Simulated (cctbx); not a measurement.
**Diagnosing a refinement**

Cell a = 10.0020 Å, b = 10.0020 Å, c = 24.0980 Å, α = 90.00°, β = 90.00°, γ = 120.00°; space group P6_3/mmc (no. 194). The compound is Yb23Mg4CdCu6.

The data are simulated with cctbx, not measured: Mo Kα, λ = 0.71073 Å, to d = 0.77 Å, 95 % of the full sphere, strongest reflection 70000 counts, noise from counting, a 6 % proportional error and a noise floor of 8 counts (s.d.); no absorption, and some extinction, which the refinements don't model.

An anisotropic refinement with weights 1/σ² prints:

```text
Rint 0.053, 964 unique reflections to 0.77 A
cycle     R1     wR2    GooF  max shift (A)
   1  0.3158  0.6569  31.704   0.06084
   3  0.1125  0.3098  14.954   0.00008
final R1 0.1126 wR2 0.3098 GooF 14.954  parameters 39  data/parameter 24.7
atom        x        y        z      Ueq    occ   su(xyz)  su(Uiso or U11)
Cd1    0.57907  0.78954  0.02870  -0.0146  1.000  0.00022  0.0009  NPD
Yb1    0.45883  0.91766  0.16702   0.0119  1.000  0.00024  0.0010
Yb2    0.26343  0.13171  0.38396   0.0032  1.000  0.00021  0.0010
Yb3    0.66667  0.33333  0.38581   0.0091  1.000  0.00015  0.0012
Yb4    0.74604  0.87302  0.25000   0.0081  1.000  0.00030  0.0013
Yb5    0.66667  0.33333  0.75000   0.0320  1.000  0.00000  0.0024
Cu1    0.52590  0.47410  0.44817   0.0076  1.000  0.00034  0.0020
Mg1    0.00000  0.00000  0.50000   0.0134  1.000  0.00000  0.0103
Mg2    0.22354  0.77646  0.75000   0.0061  1.000  0.00136  0.0070
difference map: max 39.54 min -15.84 rms 2.26
Q1    0.2120  0.4241  0.0280   12   40.79  0.03 A from Cd1
Q2    0.0838  0.5419  0.1683   12   20.40  0.03 A from Yb1
Q3    0.1279  0.2558  0.6154   12   17.39  0.07 A from Yb2
Q4    0.1267  0.2534  0.2500    6   14.31  0.01 A from Yb4
Q5    0.3333  0.6667  0.6147    4   13.44  0.01 A from Yb3
Q6    0.0596  0.5298  0.5612   12    3.46  0.24 A from Cu1
```

**Question.** Can this result stand? If not, what is the likely fault?

Mend it. The fault: elements exchanged: Yb5 is Cd and Cd1 is Yb. Against the right model at the same level, R1 goes from 0.0109 to 0.1126 and GooF from 1.03 to 14.95, U of Cd1 shrinks from 0.0102 to -0.0146 Å², U of Yb5 swells from 0.0087 to 0.0320 Å², the top difference peak, 40.8 e/Å³, lies on Cd1 and Cd1 goes non-positive-definite. Yb5 has 22 electrons too many and its U swells to shed them, as expected; Cd1 has 22 electrons too few and its U shrinks to make up, as expected.

The compound is Yb23Mg4CdCu6. The right model at the same level gives:

```text
Rint 0.053, 964 unique reflections to 0.77 A
cycle     R1     wR2    GooF  max shift (A)
   1  0.0458  0.1484   7.163   0.00553
   2  0.0109  0.0214   1.032   0.00009
final R1 0.0109 wR2 0.0214 GooF 1.032  parameters 39  data/parameter 24.7
atom        x        y        z      Ueq    occ   su(xyz)  su(Uiso or U11)
Yb1    0.57882  0.78941  0.02869   0.0102  1.000  0.00001  0.0001
Yb2    0.45879  0.91759  0.16709   0.0130  1.000  0.00002  0.0001
Yb3    0.26311  0.13156  0.38400   0.0052  1.000  0.00001  0.0001
Yb4    0.66667  0.33333  0.38581   0.0112  1.000  0.00001  0.0001
Yb5    0.74625  0.87312  0.25000   0.0101  1.000  0.00002  0.0001
Cd1    0.66667  0.33333  0.75000   0.0087  1.000  0.00000  0.0001
Cu1    0.52578  0.47422  0.44813   0.0112  1.000  0.00002  0.0001
Mg1    0.00000  0.00000  0.50000   0.0148  1.000  0.00000  0.0008
Mg2    0.22677  0.77323  0.75000   0.0174  1.000  0.00010  0.0006
difference map: max 0.87 min -2.42 rms 0.27
Q1    0.2962  0.5924  0.7500    6    0.87  1.20 A from Mg2
Q2    0.2295  0.5825  0.6805   24    0.72  1.86 A from Yb4
Q3    0.0710  0.4392  0.0491   24    0.62  1.43 A from Cu1
Q4    0.2564  0.6282  0.5405   12    0.62  1.80 A from Cu1
Q5    0.2168  0.5510  0.2500   12    0.62  1.16 A from Cd1
Q6    0.0921  0.2719  0.7500   12    0.60  1.63 A from Mg2
```

The model is made up (kin elements in a known structure type, no relaxation), so it says nothing on whether the phase exists.

[Middle refinement cycles are left out of these outputs.]

[Logs are printed without paths, hosts, clocks, repeated set-up lines and the standing remarks that a program may print on its own settings, such as how far it seeks lower states.]
